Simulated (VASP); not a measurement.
# Sc (P6_3/mmc) in VASP: settings compared

One crystal, Sc, is run at these levels: PBEsol, PBE+D3(BJ); tasks: relaxation of cell and atoms.

Everything below comes from runs of VASP 6.6.1. Logs are shortened: lines on timing, memory, paths and dates and some standing lists are left out, and cuts for length are marked.

### Step 1. Starting point

Symmetry: P6_3/mmc, No. 194, hexagonal system. The conventional cell has a = 3.280 Å, b = 3.280 Å, c = 5.074 Å, α = 90.00°, β = 90.00°, γ = 120.00°. Around Sc (site symmetry -6m2) lie 12 Sc at 3.17 to 3.28 Å.

### Step 2. Relaxation of cell and atoms, PBEsol

Input file INCAR:

```
  ALGO = Normal
  EDIFF = 1E-7
  EDIFFG = -0.005
  ENCUT = 600
  GGA = PS
  IBRION = 2
  ISIF = 3
  ISMEAR = 1
  LASPH = True
  LCHARG = False
  LREAL = False
  LWAVE = False
  NELM = 80
  NSW = 90
  PREC = Accurate
  SIGMA = 0.1
```

Input file KPOINTS:

```
k-points
0
Gamma
  15 15 7
```

Input file POSCAR:

```
Sc                                      
1.0
    3.2799955205      0.0000000000      0.0000000000
   -1.6399977603      2.8405594450     -0.0000000000
   -0.0000000000      0.0000000000      5.0741037141
  Sc            
     2
Direct
     0.3333333332999970    0.6666666667000030    0.2500000000000000
     0.6666666667000030    0.3333333332999970    0.7500000000000000
```

Potentials or basis: VASP PAW PBE potentials, release 64 (Sc_sv).

Command:

```sh
> cat potpaw_PBE.64/Sc_sv/POTCAR > POTCAR
> mpirun -np 1 vasp_std > vasp.out
```

OUTCAR:

```text
EDIFF = 1E-7
   EDIFFG = -0.005
   ENCUT = 600
   GGA = PS
   IBRION = 2
   ISIF = 3
   ISMEAR = 1
   LASPH = True
   LREAL = False
   NELM = 80
   NSW = 90
   PREC = Accurate

 ion  position               nearest neighbor table
   1  0.333  0.667  0.250-   2 3.17   2 3.17   2 3.17   2 3.17   2 3.17   2 3.17
   2  0.667  0.333  0.750-   1 3.17   1 3.17   1 3.17   1 3.17   1 3.17   1 3.17

  LATTYP: Found a hexagonal cell.
 ALAT       =     3.2799955205
 C/A-ratio  =     1.5469849524

  Lattice vectors:

 A1 = (   3.2799955205,   0.0000000000,   0.0000000000)
 A2 = (  -1.6399977603,   2.8405594450,   0.0000000000)
 A3 = (   0.0000000000,   0.0000000000,   5.0741037141)

Analysis of symmetry for initial positions (statically):
=====================================================================
 Subroutine PRICEL returns:
 Original cell was already a primitive cell.

 Routine SETGRP: Setting up the symmetry group for a
 hexagonal supercell.

 Subroutine GETGRP returns: Found 24 space group operations
 (whereof 12 operations were pure point group operations)
 out of a pool of 24 trial point group operations.

The static configuration has the point symmetry D_3d.
 The point group associated with its full space group is D_6h.

Analysis of symmetry for dynamics (positions and initial velocities):
=====================================================================
 Subroutine PRICEL returns:
 Original cell was already a primitive cell.

 Routine SETGRP: Setting up the symmetry group for a
 hexagonal supercell.

 Subroutine GETGRP returns: Found 24 space group operations
 (whereof 12 operations were pure point group operations)
 out of a pool of 24 trial point group operations.

The dynamic configuration has the point symmetry D_3d.
 The point group associated with its full space group is D_6h.

 Subroutine INISYM returns: Found 24 space group operations
 (whereof 12 operations are pure point group operations),
 and found     1 'primitive' translations

----------------------------------------------------------------------------------------

                                     Primitive cell

  volume of cell :      47.2755

  direct lattice vectors                    reciprocal lattice vectors
     3.279995520  0.000000000  0.000000000     0.304878465  0.176021664  0.000000000
    -1.639997760  2.840559445  0.000000000     0.000000000  0.352043328  0.000000000
     0.000000000  0.000000000  5.074103714     0.000000000  0.000000000  0.197079141

  length of vectors
     3.279995520  3.279995520  5.074103714     0.352043328  0.352043328  0.197079141

  position of ions in fractional coordinates (direct lattice)
     0.333333333  0.666666667  0.250000000
     0.666666667  0.333333333  0.750000000

  ion indices of the primitive-cell ions
   primitive index   ion index
                 1           1
                 2           2

----------------------------------------------------------------------------------------

 KPOINTS: k-points

Automatic generation of k-mesh.
 Grid dimensions read from file:
 generate k-points for:   15   15    7

 Generating k-lattice:

  Cartesian coordinates                     Fractional coordinates (reciprocal lattice)
     0.020325231  0.011734778  0.000000000     0.066666667 -0.000000000  0.000000000
     0.000000000  0.023469555  0.000000000     0.000000000  0.066666667  0.000000000
     0.000000000  0.000000000  0.028154163     0.000000000  0.000000000  0.142857143

  Length of vectors
     0.023469555  0.023469555  0.028154163

  Shift w.r.t. Gamma in fractional coordinates (k-lattice)
     0.000000000  0.000000000  0.000000000

 Subroutine IBZKPT returns following result:
[... 58 lines left out ...]
   TEBEG  =    0.0;   TEEND  =   0.0 temperature during run
   PSTRESS=    0.0 pullay stress
   NELECT =      22.0000    total number of electrons
   NUPDOWN=      -1.0000    fix difference up-down
   EMIN   =  10.00;   EMAX   =-10.00  energy-range for DOS
   EFERMI =   0.00;   METHOD = LEGACY
   ISMEAR =     1;   SIGMA  =   0.10  broadening in eV -4-tet -1-fermi 0-gaus
   EFERMI_NEDOS =   21; number of points for ismear=-14 and -15
   IALGO  =     38    algorithm
   IMIX   =      4    mixing-type and parameters
     AMIX     =   0.40;   BMIX     =  1.00
     AMIX_MAG =   1.60;   BMIX_MAG =  1.00
  volume/ion in A,a.u.               =      23.64       159.52
  Fermi-wavevector in a.u.,A,eV,Ry     =   1.268636  2.397374 21.897711  1.609436
  Thomas-Fermi vector in A             =   2.401720
   LORBIT       =      0    0 simple, 1 ext, 2 COOP (PROOUT), +10 PAW based schemes
   GGA     = PS    functional components
   LHFCALC =     F    Hartree Fock is set to
   AEXX    =    0.0000 exact exchange contribution
   IVDW    =     0    specifies the selected vdW correction
   LEPSILON=     F    determine dielectric tensor
   LRPA    =     F    only Hartree local field effects (RPA)
 conjugate gradient relaxation of ions
 non-spin polarized calculation
 Methfessel and Paxton  Order N= 1 SIGMA  =   0.10
  energy-cutoff  :      600.00
  volume of cell :       47.28
 maximum number of plane-waves:      1622
 NGX is ok and might be reduce to    28
   NGX = 13   NGY = 13   NGZ = 21

--------------------------------------- Ionic step        1  -------------------------------------------

 number of electron      21.9999999 magnetization

 Free energy of the ion-electron system (eV)
  ---------------------------------------------------
  ext. energy  EPLUGINS =         0.00000000
  ---------------------------------------------------
  free energy    TOTEN  =       -13.21283203 eV

  energy without entropy =      -13.21308023  energy(sigma->0) =      -13.21291476

------------------------ aborting loop because EDIFF is reached ----------------------------------------

  FORCE on cell =-STRESS in cart. coord.  units (eV):
  Direction    XX          YY          ZZ          XY          YZ          ZX
  --------------------------------------------------------------------------------------
  -------------------------------------------------------------------------------------
  Total        0.0154982      0.0154982      0.0182326     -0.0000000      0.0000000      0.0000000
  in kB        0.5252368      0.5252368      0.6179061     -0.0000000      0.0000000      0.0000000
  external PRESSURE =       0.5561266 kB  Pullay stress =       0.0000000 kB

 VOLUME and BASIS-vectors are now :
 -----------------------------------------------------------------------------
  energy-cutoff  :      600.00
  volume of cell :       47.28
      direct lattice vectors                 reciprocal lattice vectors
     3.279995520  0.000000000  0.000000000     0.304878465  0.176021664  0.000000000
    -1.639997760  2.840559445  0.000000000     0.000000000  0.352043328  0.000000000
     0.000000000  0.000000000  5.074103714     0.000000000  0.000000000  0.197079141

 POSITION                                       TOTAL-FORCE (eV/Angst)
 -----------------------------------------------------------------------------------
     -0.00000      1.89371      1.26853        -0.000000      0.000000      0.000000
      1.64000      0.94685      3.80558         0.000000     -0.000000      0.000000
 -----------------------------------------------------------------------------------
    total drift:                               -0.000000      0.000000     -0.000000

  FREE ENERGIE OF THE ION-ELECTRON SYSTEM (eV)
  ---------------------------------------------------
  free  energy   TOTEN  =       -13.2128320260 eV

  energy  without entropy=      -13.2130802276  energy(sigma->0) =      -13.21291476

--------------------------------------- Ionic step        2  -------------------------------------------

 number of electron      21.9999999 magnetization

 Free energy of the ion-electron system (eV)
  ---------------------------------------------------
  ext. energy  EPLUGINS =         0.00000000
  ---------------------------------------------------
  free energy    TOTEN  =       -13.21284009 eV

  energy without entropy =      -13.21310086  energy(sigma->0) =      -13.21292701

 E-fermi :   3.8150     XC(G=0): -10.1573

 val. band max:        3.8127577964   @ k =   0.4667   0.0000   0.4286
 cond. band min:       3.8175469899   @ k =   0.4000   0.0000   0.4286
 fundamental gap:      0.0047891936
 Fermi energy:         3.8150291299

 k-point     1 :       0.0000    0.0000    0.0000
  band No.  band energies     occupation
      1     -45.2927      2.00000
      2     -45.2042      2.00000
      3     -24.2533      2.00000
      4     -23.8583      2.00000
      5     -23.8583      2.00000
      6     -23.7788      2.00000
      7     -23.7788      2.00000
      8     -23.7393      2.00000
      9      -1.3979      2.00000
     10       2.1194      2.00000
     11       4.5821     -0.00000
     12       5.4360     -0.00000
     13       5.4360     -0.00000
     14       5.7599     -0.00000
[... 401 lines left out ...]
      2     -45.1983      2.00000
      3     -24.1293      2.00000
      4     -24.0403      2.00000
      5     -24.0038      2.00000
      6     -24.0029      2.00000
      7     -23.9008      2.00000
      8     -23.8878      2.00000
      9       2.6025      2.00000
     10       3.0202      2.00000
     11       3.2000      2.00000
     12       3.3223      2.00000
     13       4.9176     -0.00000
     14       5.0315     -0.00000
     15       5.9029      0.00000

 [... further k-points ...]
[... 5 lines left out ...]
  --------------------------------------------------------------------------------------
  -------------------------------------------------------------------------------------
  Total       -0.0045135     -0.0045135     -0.0039778      0.0000000      0.0000000      0.0000000
  in kB       -0.1527827     -0.1527827     -0.1346483      0.0000000      0.0000000      0.0000000
  external PRESSURE =      -0.1467379 kB  Pullay stress =       0.0000000 kB

 VOLUME and BASIS-vectors are now :
 -----------------------------------------------------------------------------
  energy-cutoff  :      600.00
  volume of cell :       47.33
      direct lattice vectors                 reciprocal lattice vectors
     3.281221704 -0.000000000  0.000000000     0.304764533  0.175955885 -0.000000000
    -1.640610852  2.841621351 -0.000000000     0.000000000  0.351911770 -0.000000000
     0.000000000  0.000000000  5.076335276    -0.000000000 -0.000000000  0.196992505

 POSITION                                       TOTAL-FORCE (eV/Angst)
 -----------------------------------------------------------------------------------
     -0.00000      1.89441      1.26908        -0.000000      0.000000      0.000000
      1.64061      0.94721      3.80725         0.000000     -0.000000      0.000000
 -----------------------------------------------------------------------------------
    total drift:                               -0.000000      0.000000     -0.000000

  FREE ENERGIE OF THE ION-ELECTRON SYSTEM (eV)
  ---------------------------------------------------
  free  energy   TOTEN  =       -13.2128400888 eV

  energy  without entropy=      -13.2131008552  energy(sigma->0) =      -13.21292701

 reached required accuracy - stopping structural energy minimisation
```

It took 61 s on 1 thread of Intel Xeon 6975P-C (Granite Rapids), shared host; peak memory 0.23 GiB.

What came out:

| Property | Result |
| --- | --- |
| Free energy | -13.2128 eV |
| Relaxed volume | 23.67 Å³/atom |
| Relaxed cell | a = 3.281 Å, b = 3.281 Å, c = 5.076 Å, α = 90.00°, β = 90.00°, γ = 120.00° |
| Space group after relaxing (to 0.05 Å) | P6_3/mmc (No. 194) |
| Energy gained by relaxing | 0.0 meV/atom |
| Ionic steps | 2 |
| Pressure after relaxing | 0.0 GPa |
| Band gap on the k mesh | none (metal or under the smearing width) |

Final structure:
```yaml
crystal:
  lattice:
    - [3.28122, 0.00000, 0.00000]
    - [-1.64061, 2.84162, 0.00000]
    - [0.00000, 0.00000, 5.07634]
  atoms:
    - { symbol: Sc, position: [0.33333, 0.66667, 0.25000] }
    - { symbol: Sc, position: [0.66667, 0.33333, 0.75000] }
```

Levels at points of the mesh, in eV from the Fermi level:
```
           k point  band 9  band 10  band 11  band 12  band 13  band 14
(0.00, 0.00, 0.00)   -5.21    -1.70     0.77     1.62     1.62     1.94
```

Caveat: the PAW data sets were made with another functional, which shifts forces and pressure a little.

[end of part 1 of 2]
